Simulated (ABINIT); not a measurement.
Here is an ABINIT 10.8.3 (patched build) calculation.

The input run.abi:

```
ndtset 7
getwfk -1
scalecart1 3*0.9795861087
scalecart2 3*0.9864848297
scalecart3 3*0.9932883884
scalecart4 3*1.0000000000
scalecart5 3*1.0066227096
scalecart6 3*1.0131594038
scalecart7 3*1.0196128224

pp_dirpath "./"
pseudos "Al.GGA_PBE-JTH.xml"

acell 2.8635066922 2.8635066922 2.8635066922 Angstrom
rprim
     0.0000000000     0.7071067812     0.7071067812
     0.7071067812     0.0000000000     0.7071067812
     0.7071067812     0.7071067812     0.0000000000
ntypat 1
znucl 13
natom 1
typat 1
xred
     0.0000000000     0.0000000000     0.0000000000

ecut 20.0
pawecutdg 40.0

kptopt 1
ngkpt 11 11 11
nshiftk 1
shiftk 0.0 0.0 0.0

ixc 11
vdw_xc 5

nband 6
occopt 3
tsmear 0.05 eV

nstep 100
tolvrs 1.0e-9

iomode 3
prtwf 1
prtden 0
prteig 0
prtebands 0
```

Potentials or basis: JTH PAW PBE v2.0.

The run is started by

```console
$ abinit run.abi > log 2>&1
```

Problem. Predict the equilibrium volume.

Solution. 16.15 Å³/atom.

Problem. Estimate the bulk modulus.

Solution. 71 GPa.

Energy against volume, from the lowest point:
```csv
volume (Å³/atom),energy (meV/atom)
15.607,4.08
15.939,0.40
16.271,0.00
16.603,2.52
16.935,7.61
17.267,14.98
17.599,24.34
```

Caveat: pressures at fixed basis lie under the slope of the energies.

**What was measured.**

“The interpretation of polycrystalline coherent inelastic neutron scattering from aluminium”, 2013, pmc:3831299 quotes, for a bulk crystal of Al: bulk modulus 76.9 GPa.

A measured bulk modulus of Al is 76.9 GPa (quoted in “The interpretation of polycrystalline coherent inelastic neutron scattering from aluminium”, 2013, pmc:3831299); the calculated 71 GPa misses it by -7.1 %. The fit is for a static lattice scaled at fixed shape and fixed fractional positions. The cell as given is a measured one (16.60 Å³/atom); PBE+D2 puts the equilibrium volume -2.8 % from it, thermal expansion not counted.
